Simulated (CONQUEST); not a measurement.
GaSb under changes of volume

One of the cells (28.625 Å³/atom); the others are scaled copies at fixed shape and fractional positions:

```
CELL_PARAMETERS angstrom
4.32608 0.00000 0.00000
0.00000 4.32608 0.00000
0.00000 0.00000 6.11800
ATOMIC_POSITIONS crystal
Sb 0.00000 0.50000 0.25000
Sb 0.50000 0.00000 0.75000
Ga 0.00000 0.00000 0.00000
Ga 0.50000 0.50000 0.50000
```

| Item | Value |
| --- | --- |
| Program | CONQUEST 1.3 |
| Functional | PBE |
| Potentials or basis | PseudoDojo NC PBE, DZP, grid of 48 × 48 × 60 points |
| k mesh | 6 × 6 × 5 |
| Occupations | fermi-dirac, width 0.05 eV |
| Spin | no spin polarisation |

```tsv
volume (Å³/atom)	energy over the lowest point (meV/atom)	pressure (GPa)	gap on the mesh (eV)
26.907	?	?	?
27.480	37.54	5.4	0.37
28.052	21.64	3.6	0.21
28.625	11.02	2.5	none
29.197	3.70	1.6	none
29.770	0.00	0.4	none
30.342	0.29	-0.6	none
```

Task: What does the run at 26.907 Å³/atom give?

Result: Energy over the lowest point 59.11 meV/atom; pressure 6.7 GPa; gap on the mesh 0.53 eV.

Worked out: A Birch-Murnaghan fit of order 3 (a polynomial in V^(-2/3)) to the other rows has its minimum at 30.05 Å³/atom with B0 = V·E''(V) = 48 GPa and B' = 3.4. It gives 57.80 meV/atom at 26.907 Å³/atom, against the run's 59.11, and -dE/dV = 6.4 GPa, against 6.7.

Energies are extrapolated to zero smearing.

Caveats: the basis of atomic orbitals isn't converged, which shifts pressures, moduli and gaps; the real-space grid breaks the cell's symmetry a little (some runs); spin-orbit coupling is left out, which moves the levels of the heavy elements (some runs); an odd mesh through Γ misses points on the zone boundary, where band edges often lie (some runs).

A gap of «none» marks a metal or a gap under the smearing width.
